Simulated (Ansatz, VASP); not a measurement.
**Two plane-wave programs on Be**

The input INCAR:

```
PREC     = Accurate       # precision mode
ENCUT    = 520            # plane-wave cutoff, eV
EDIFF    = 1E-7           # SCF threshold, eV
ISMEAR   = 0              # smearing method
SIGMA    = 0.1            # smearing width, eV
LREAL    = F              # projectors in reciprocal space
LASPH    = T              # aspherical terms in the spheres
NELM     = 60             # most SCF steps
ALGO     = Normal         # electronic algorithm
ISIF     = 2              # what is computed and relaxed
LWAVE    = F              # write WAVECAR
LCHARG   = T              # write CHGCAR
GGA      = PE             # functional
LELF     = T              # ELF
LVHAR    = T            
NBANDS   = 7              # bands
```

Contents of KPOINTS:

```
regular mesh
0
Gamma
  10 10 10
```

File POSCAR:

```
Be
1.0
   -1.2694070000      1.2694070000      1.2694070000
    1.2694070000     -1.2694070000      1.2694070000
    1.2694070000      1.2694070000     -1.2694070000
Be
1
Direct
    0.0000000000      0.0000000000      0.0000000000
```

Input for Ansatz:

```yaml
crystal:
  lattice:
    - [-1.269407, 1.269407, 1.269407]
    - [1.269407, -1.269407, 1.269407]
    - [1.269407, 1.269407, -1.269407]
  atoms:
    - { symbol: Be, position: [0.0, 0.0, 0.0] }
  symmetry: { tolerance: 0.0003 }
kpoints:
  mp_grid: { grid: [10, 10, 10], shift: [0, 0, 0] }
magnetization:
  spin_polarized: false
scf:
  occupations: { method: gaussian, width: 0.1 }
  n_extra_bands: 8
hamiltonian:
  pseudopotentials: { kind: paw }
  xc: pbe
basis:
  ecutwfc: 420
output:
  forces: true
  stress: true
  eigenvalues: true
  write_density: true
  write_potential: true
  elf: true
  volumetric_format: npy
```

The cell was built by a generator and needn't be a form met in nature.

Alike in both runs: task single point; functional PBE; k mesh 10 × 10 × 10; occupations gaussian, width 0.1 eV; no spin polarisation.

|  | VASP | Ansatz |
| --- | --- | --- |
| version | VASP 6.6.1 | Ansatz 0.2.0 |
| potentials or method | VASP PAW PBE potentials, release 64 (Be) | PAW plane waves |
| plane-wave cutoff (eV) | 520 | 420 |
| valence electrons in the cell | 2 | 2 |

```tsv
	VASP	Ansatz	Ansatz less VASP
gap on the k mesh at the Fermi level (eV)	none	none	-
pressure (GPa)	-5.1	-5.2	-0.14
```

A gap of «none» marks a metal or a gap that the smearing closes.
